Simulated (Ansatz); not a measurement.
# Zn: the cost of one run

Computed with Ansatz 0.2.0 (DFT PBE, scalar-relativistic, plane waves, PAW, unless a step's input says otherwise).

## 1. The structure to begin with

Symmetry: Im-3m, No. 229, cubic system. Conventional cell: a = 3.138 Å, b = 3.138 Å, c = 3.138 Å, α = 90.00°, β = 90.00°, γ = 90.00°. Around Zn (site symmetry m-3m) lie 8 Zn at 2.72 Å.

As a file:

```
Zn
1.0
    -1.56904    1.56904    1.56904
     1.56904   -1.56904    1.56904
     1.56904    1.56904   -1.56904
Zn
1
Direct
  0.00000 0.00000 0.00000
```

The structure comes from the Materials Project (structure only).

## 2. A change within the space group

The change: strain xx, yy, zz, yz, xz, xy = +4.1, +4.1, +4.1, +0.0, +0.0, +0.0 %.

File input.yaml:

```yaml
crystal:
  lattice:
    - [-1.6327712829, 1.6327712829, 1.6327712829]
    - [1.6327712829, -1.6327712829, 1.6327712829]
    - [1.6327712829, 1.6327712829, -1.6327712829]
  atoms:
    - { symbol: Zn, position: [0.0, 0.0, 0.0] }
basis:
  ecutwfc: 420
kpoints:
  mp_grid: { grid: [18, 18, 18] }
hamiltonian:
  xc: pbe
scf:
  occupations: { method: gaussian, width: 0.1 }
output:
  forces: true
  stress: true
  eigenvalues: true
  populations: true
```

Command:

```bash
$ ansatz run input.yaml --threads 1 --pin off --max-ram 1331MiB --backend cpu --events-out ev --progress --plain --runs-dir out
```

Q: Estimate wall time and peak memory on 1 thread of an x86-64 CPU, shared host.

About 5.4 s, with a peak of 0.34 GiB.
